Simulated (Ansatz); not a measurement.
# Crystal structures of zinc under revPBE

The calculation used DFT, revPBE, plane waves (420 eV) with PAW, scalar-relativistic (Ansatz 0.2.0). The PAW files were generated under PBE, with cores re-solved for the functional.

Each structure is relaxed within its own symmetry, so a high-lying one may be dynamically unstable.

```tsv
structure	ΔE (meV/atom)	V (Å³/atom)	cell	magnetic state
hcp	0	15.66	a = 2.681 Å, c = 5.031 Å (c/a = 1.876)	spin not included
dhcp	7	15.71	a = 2.686 Å, c = 10.058 Å (c/a = 3.745)	spin not included
fcc	23	15.69	a = 3.974 Å	spin not included
A15	30	15.82	a = 5.021 Å	spin not included
bcc	80	15.89	a = 3.168 Å	spin not included
omega (AlB2-type)	91	16.14	a = 4.538 Å, c = 2.715 Å (c/a = 0.598)	spin not included
simple cubic	212	18.87	a = 2.662 Å	spin not included
diamond	427	26.08	a = 5.931 Å	spin not included
```

ΔE counts from hcp.

Differences under about 8 meV lie within the error of the k-point mesh.
